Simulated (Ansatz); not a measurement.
## Two Ansatz runs on LiH

The structure comes from a relaxation in the same program, started in the rocksalt type. Whether it is a known phase or the ground state wasn't checked. The listed cell was then made from it by scaling, straining or moving an atom.

First run: DFT, PBE, all-electron LAPW, scalar-relativistic (Ansatz 0.2.0).

Command: `ansatz run input.yaml --threads 1 --pin off --max-ram 2048MiB --backend cpu --events-out ev --progress --plain --runs-dir out` The run took 2.5 s on 1 thread of AMD EPYC 7R13 Processor (Zen 3), with other jobs on the host.

```yaml
crystal:
  lattice:
    - [0.0, 1.9629412656, 1.9629412656]
    - [1.9629412656, 0.0, 1.9629412656]
    - [1.9629412656, 1.9629412656, 0.0]
  atoms:
    - { symbol: Li, position: [0.0, 0.0, 0.0] }
    - { symbol: H, position: [0.5, 0.5, 0.5] }
kpoints:
  mp_grid: { grid: [14, 14, 14] }
scf:
  occupations: { method: fermi_dirac, width: 0.08 }
hamiltonian:
  xc: pbe
  pseudopotentials: { kind: all_electron, lapw: { basis_error: 0.001 } }
output:
  forces: true
  stress: true
  eigenvalues: true
```

Result: converged; pressure 2.44 GPa; gap on the k mesh 2.93 eV; 5 SCF iterations.

The input is then changed:

```diff
@@ -8,5 +8,5 @@
     - { symbol: H, position: [0.5, 0.5, 0.5] }
 kpoints:
-  mp_grid: { grid: [14, 14, 14] }
+  mp_grid: { grid: [14, 14, 14], shift: [0.5, 0.5, 0.5] }
 scf:
   occupations: { method: fermi_dirac, width: 0.08 }
@@ -18,3 +18,5 @@
   stress: true
   eigenvalues: true
+basis:
+  xc_grid: 2
```

(1) Predict the outcome of the changed run.

Answers

(1) It converged; energy at zero smearing 0.0 meV/atom from the first run; pressure 2.44 GPa; gap on the k mesh 3.16 eV (the mesh can miss the band edges); 5 SCF iterations.
